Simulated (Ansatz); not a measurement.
# K (Pm-3m)

Level of theory: DFT PBE, scalar-relativistic, plane waves, PAW (Ansatz).

Settings: cutoff 420 eV, Γ-centred mesh 10×10×10 on the computed 1-atom cell, Gaussian smearing of 0.10 eV; no spin polarisation.

The structure is relaxed at this level of theory with its symmetry kept. This simple cubic form isn't the element's structure at ambient conditions.

```xyz
1
Lattice="4.3104 0.0000 0.0000 0.0000 4.3104 0.0000 0.0000 0.0000 4.3104" Properties=species:S:1:pos:R:3 pbc="T T T"
K     0.0000    0.0000    0.0000
```

(1) Formation energy from the elements' standard states (uncorrected)?

(2) Density of states at the Fermi level?

(3) Bader charges (e)?

Answers

(1) +0.105 eV/atom.

(2) 0.84 states/eV per cell.

(3) K (1 in the cell) 0.00.

Cost: 1 run of about 0.077 core-minutes, on Intel Xeon 6975P-C (Granite Rapids) (shared hosts).